# How much room do lead and bismuth take in a bcc crystal?

Body-centred cubic (bcc) crystals of eight period-6 elements are at hand, and the sizes of two more, lead and bismuth, are to be predicted from them. Each step along the row adds an electron, which can help to bind the crystal or add to the pressure that pushes its atoms apart. The known rows show which role the electrons play before lead is reached.

Period-6 elements in the bcc structure, cells relaxed, computed with Ansatz 0.2.0 using HSE06, plane-wave PAW, scalar-relativistic and without spin polarization. The cutoff is 420 eV, the Gaussian smearing 0.05 eV and the k mesh 8×8×8 (10×10×10 for Re, Os, Ir and Au). The length a is the edge of the conventional cubic cell, and positive pressure means compression.

| element | Z | group (f elements as 3) | volume (Å³/atom) | a (Å) | shortest distance from M (Å) | Loewdin d electrons on M (e) | pressure left (GPa) |
| --- | --- | --- | --- | --- | --- | --- | --- |
| Yb | 70 | 3 | 42.42 | 4.394 | 3.805 | 1.31 | 0.00 |
| Hf | 72 | 4 | 22.58 | 3.561 | 3.084 | 3.13 | 0.05 |
| Re | 75 | 7 | 14.67 | 3.084 | 2.671 | 5.92 | 0.01 |
| Os | 76 | 8 | 14.26 | 3.056 | 2.646 | 6.91 | -0.03 |
| Ir | 77 | 9 | 14.50 | 3.072 | 2.661 | 7.93 | -0.14 |
| Au | 79 | 11 | 17.53 | 3.273 | 2.834 | 9.78 | 0.04 |
| Hg | 80 | 12 | 27.70 | 3.812 | 3.301 | 9.99 | 0.02 |
| Tl | 81 | 13 | 30.56 | 3.939 | 3.411 | 9.98 | 0.01 |
| Pb | 82 | 14 | ? | ? | ? | ? | 0.01 |
| Bi | 83 | 15 | ? | ? | ? | ? | 0.01 |

The volume is that of one atom's share of the crystal. The shortest distance from M, where M is the element itself, follows from the volume by geometry, so it is not a second piece of evidence. The Loewdin d electrons are those assigned to the free atom's d shell. They tell how full that shell is in the solid.

## Reading the known rows

Ytterbium stands apart at the start, with 1.9 times the volume of hafnium. Its 4f shell is full in the calculation and leaves two valence electrons, while hafnium has four. Hafnium holds 3.13 d electrons against 1.31, and the stronger d bonding is expected to pull its atoms closer together. Ytterbium is therefore a poor guide to what follows.

From rhenium to iridium the d shell gains about one electron per element, yet the volume hardly changes. Osmium is the smallest of the eight, 3 % below rhenium and 2 % below iridium. The standard explanation is that a d band has bonding states in its lower part and antibonding states in its upper part. Beyond half filling each new electron weakens the bond, while the growing nuclear charge still shrinks the d orbitals, and near osmium the two effects balance.

At gold the d shell is nearly full, and from mercury on it is full. Bonding and antibonding d states are then both occupied, and little net d bonding remains. The volume rises by 58 % from gold to mercury and by another 10 % to thallium. The d count hardly moves in the first of these steps, so lost d bonding is not the whole cause. The 6s population of the same runs goes from about 1.1 to 1.8, and a nearly closed s pair is expected to bind weakly. Lead and bismuth lie on this far side of the row, where s and p electrons have to hold the crystal together.

## A crystal held by s and p electrons

Picture each atom as a sphere of radius $R$ with the volume of one atom. In its centre sits an ion of charge $N$, and around it $N$ electrons are spread evenly. The inner shells keep these electrons out of a core of radius $r_c$, where they would otherwise gain the strongest attraction. In atomic units (hartree and bohr) the energy of one atom is

$$E = \frac{1.105\,N^{5/3}}{R^2} - \frac{0.458\,N^{4/3}}{R} - \frac{0.9\,N^2}{R} + \frac{1.5\,N^2 r_c^2}{R^3}.$$

The first term is the kinetic energy of the electrons, which rises when they are squeezed. The second is exchange, the energy gained because electrons of like spin avoid one another. The third is the electrostatic attraction between the ion and its electron cloud, and the fourth takes back the attraction lost inside the core. Correlation in the electron gas is left out of this simple picture.

The crystal settles where the energy is lowest. Setting the slope of $E$ to zero gives a quadratic equation for the radius:

$$\left(0.458\,N^{4/3} + 0.9\,N^2\right)R^2 - 2.21\,N^{5/3}R - 4.5\,N^2 r_c^2 = 0.$$

The two electrostatic terms both grow as $N^2$. If they acted alone, $N$ would cancel and the radius would be $\sqrt{5}\,r_c$, whatever the number of electrons. An added electron is pulled in by an ion whose charge has grown by one, but the larger charge also makes the loss inside the core more costly. Kinetic energy and exchange together push the radius well above $\sqrt{5}\,r_c$, but by a share that changes little with $N$, least of all from 3 to 5. At a fixed core radius, the model therefore expects a plateau, and the fixed radius is the assumption that carries it.

## How many electrons take part?

Thallium has two 6s electrons and one 6p electron outside its full d shell. The 6s pair lies low in energy, partly because relativity draws s orbitals towards a heavy nucleus; chemists know the result as the inert pair. In one limit the pair joins the electron gas, and $N$ is 3, 4 and 5 for thallium, lead and bismuth. In the other it belongs to the core, and $N$ is 1, 2 and 3.

The same calculation assigns 1.56 electrons to the 6s shell of thallium and 1.45 to its 6p shell. Some of the s pair has mixed into p states, but much of it has kept its s character. Neither limit describes this cleanly. I take the midpoint of the two volumes, which is a choice and not a derivation.

Thallium is the only known row with a 6p electron in its free atom, so its volume alone sets the core radius, once for each limit. The results are 0.77 angstrom with the pair free and 0.79 angstrom with the pair in the core. They are constants of the model, not measured ion sizes. Agreement for thallium is built in, and keeping its core radius for lead and bismuth is an assumption.

## Lead worked through

Take lead with all four s and p electrons free. The core radius is 0.766 angstrom, or 1.448 bohr. The coefficients of the quadratic equation are

$$0.458\cdot4^{4/3}+0.9\cdot4^2 = 17.31,$$

$$2.21\cdot4^{5/3}=22.28, \qquad 4.5\cdot4^2\cdot1.448^2=151.0.$$

The sphere radius follows as

$$R = \frac{22.28+\sqrt{22.28^2+4\cdot17.31\cdot151.0}}{2\cdot17.31}
\approx 3.67\ \text{bohr} \approx 1.94\ \text{angstrom}.$$

The volume $4\pi R^3/3$ is then 30.6 angstrom³, the same as that of thallium to this accuracy. With the 6s pair in the core the same steps give 32.8 angstrom³. That limit is larger because $N$ rises from 1 to 2, and the inward pull of exchange then loses weight faster than the outward push of kinetic energy. The midpoint is 31.7 angstrom³.

## How far to trust it

Mercury offers a control, since its d shell is also full and its volume did not set the core radius. With the core radius of thallium and two free electrons, the model gives it 30.2 angstrom³, which is 9 % above the computed volume. It thus misses most of the rise from mercury to thallium. For gold it gives 28.3 angstrom³ instead of 17.5: a picture without d bonding, using a core borrowed from thallium, fails there badly.

The miss for mercury, 2.5 angstrom³, serves as the error scale one step away from thallium. For bismuth, two steps away, I multiply it by $\sqrt{2}$. A single control row gives a rough scale, not a statistical confidence interval. It tests only the all-free limit, and mercury is a poor electron gas: on this coarse mesh its density of states at the Fermi level is 0.089 states per eV and atom, against 0.44 for thallium. Mercury's computed volume is itself uncertain, because its binding depends strongly on electron correlation and no dispersion correction is listed for the run.

Mercury can also be given a say in the forecast. A least-squares factor that scales the all-free volumes to mercury and thallium together is 0.96, and it puts lead and bismuth at 29.3 and 29.2 angstrom³. I prefer to rely on thallium alone, because the free mercury atom has no 6p electron.

## The forecasts

- **Lead:** 31.7 ± 2.5 angstrom³ per atom, with a shortest distance near 3.45 angstrom.
- **Bismuth:** 31.9 ± 3.5 angstrom³ per atom, with a shortest distance near 3.46 angstrom.
- **Trend:** no further jump like that from gold to mercury. Both elements stay near thallium and are probably slightly larger, though smaller volumes lie within the ranges.
- **d shell:** full in both, with at least 9.9 d electrons.

## The computed values

The withheld rows as computed:

| element | Z | group (f elements as 3) | volume (Å³/atom) | a (Å) | shortest distance from M (Å) | Loewdin d electrons on M (e) | pressure left (GPa) |
| --- | --- | --- | --- | --- | --- | --- | --- |
| Pb | 82 | 14 | 31.00 | 3.958 | 3.428 | 9.99 | 0.01 |
| Bi | 83 | 15 | 30.39 | 3.932 | 3.405 | 10.00 | 0.01 |

Both volumes fall within their ranges, and both d shells are full. The forecast for lead is 0.7 angstrom³ too high, or 2 % of the computed volume. For bismuth it is 1.5 angstrom³ too high, or 5 %. The relative errors of the distances are about a third as large, because a length goes with the cube root of a volume.

The plateau was forecast correctly, though in the model it rests on a core radius held fixed. After the steep rise at mercury, the volume changes by only about 1 % from thallium to lead and by 2 % from lead to bismuth. The ranges were wide, however, so these hits support the plateau and not the finer details of the model. Simply repeating the volume of thallium would have come closer for both elements.

The leaning towards larger volumes was right for lead and wrong for bismuth, which comes out just below thallium. That last difference is only 0.6 %, and the stresses that set the volumes were only loosely converged. Spin–orbit coupling, which splits the 6p levels, is also left out, and the sampling of the electron states is coarse for metals. The order of thallium and bismuth should not be relied on.

## Why the forecasts came out high

The excess comes from the limit that puts the 6s pair in the core. The all-free limit alone would have given 30.6 and 30.5 angstrom³, close to both computed values. This does not mean that the pair takes a fuller part in the electron gas. The same runs assign about 1.8 electrons to the 6s shell of lead and 1.9 to that of bismuth, against 1.6 for thallium, while the 6p counts of about 2.1 and 3.0 approach those of the free atoms. The pair becomes more inert along the row, so the closeness of the all-free limit is no evidence for its picture.

A shrinking core is the likelier cause within the model. The nuclear charge rises from thallium to bismuth and draws the inner shells inwards, whereas the model holds the core radius fixed. A core radius 5 % smaller lowers the all-free volume of lead by 11 %, so a contraction of roughly 2 % would account for the excess in bismuth. Atomic shells are expected to shrink by more than that, several per cent with each added proton, and a core radius that followed them would make the model volumes fall clearly instead of staying flat. The core radius is thus an effective constant, and the model does not show why it changes so little from thallium to bismuth.

The mercury-weighted forecast erred the other way, by 1.7 angstrom³ for lead and 1.2 for bismuth. It was worse than the midpoint for lead and slightly better for bismuth. Mercury pulls the estimate down too far, which fits the view that its closed 6s shell makes it a different kind of neighbour.

## The row above, and real bismuth

The same reasoning carries over to period 5. There the 4d shell fills up towards silver, and cadmium, indium, tin and antimony follow with s and p electrons outside it. In the same bcc structure I would again look for a rise once d bonding is lost and the s pair closes at cadmium, and then for a flatter stretch. Relativity lowers the 5s pair less than the 6s pair, so counting it among the free electrons is easier to justify there.

These volumes belong to the bcc structure, whose stability was not tested here, and should not be used as densities of the ordinary metals. Bismuth at normal pressure prefers a layered structure in which each atom has three close neighbours and three more distant ones. Such directed bonds leave more empty space than eight equal neighbours do. An evenly spread electron gas has no directed bonds, so the plateau found here need not survive a change of structure.
